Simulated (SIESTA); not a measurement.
**TaN under changes of volume**

One of the cells (11.030 Å³/atom); the others are scaled copies at fixed shape and fractional positions:

```
Ta N
1.0
     0.00000    2.22597    2.22597
     2.22597    0.00000    2.22597
     2.22597    2.22597    0.00000
Ta N
1 1
Direct
  0.50000 0.50000 0.50000
  0.00000 0.00000 0.00000
```

The cell comes from a database or a generator and needn't be the stable form of this composition.

* Program: SIESTA 5.4.2
* Functional: PBEsol
* Potentials or basis: PseudoDojo 0.4 standard (PBEsol files)
* Basis: DZP (energy shift 0.003 Ry; two zetas on semicore shells)
* Grid cutoff: 800 Ry
* Energy shift: 0.003 Ry
* k mesh: 10 × 10 × 10
* Occupations: fermi-dirac, width 0.05 eV
* Spin: no spin polarisation

```csv
volume (Å³/atom),energy over the lowest point (meV/atom),pressure (GPa)
10.164,28.87,19.7
10.381,?,?
10.597,0.00,2.5
11.030,12.30,-11.1
11.246,31.26,-16.8
11.462,57.38,-21.7
```

What does the run at 10.381 Å³/atom give?

Energy over the lowest point 8.64 meV/atom; pressure 10.5 GPa.

Worked out: A Birch-Murnaghan fit of order 3 (a polynomial in V^(-2/3)) to the other rows has its minimum at 10.67 Å³/atom with B0 = V·E''(V) = 360 GPa and B' = 4.6. It gives 8.64 meV/atom at 10.381 Å³/atom, against the run's 8.64, and -dE/dV = 10.5 GPa, against 10.5.

Energies are extrapolated to zero smearing.

Caveats: short orbitals over semicore shells can move pressures by several GPa; the basis of atomic orbitals isn't converged, which shifts pressures, moduli and gaps.
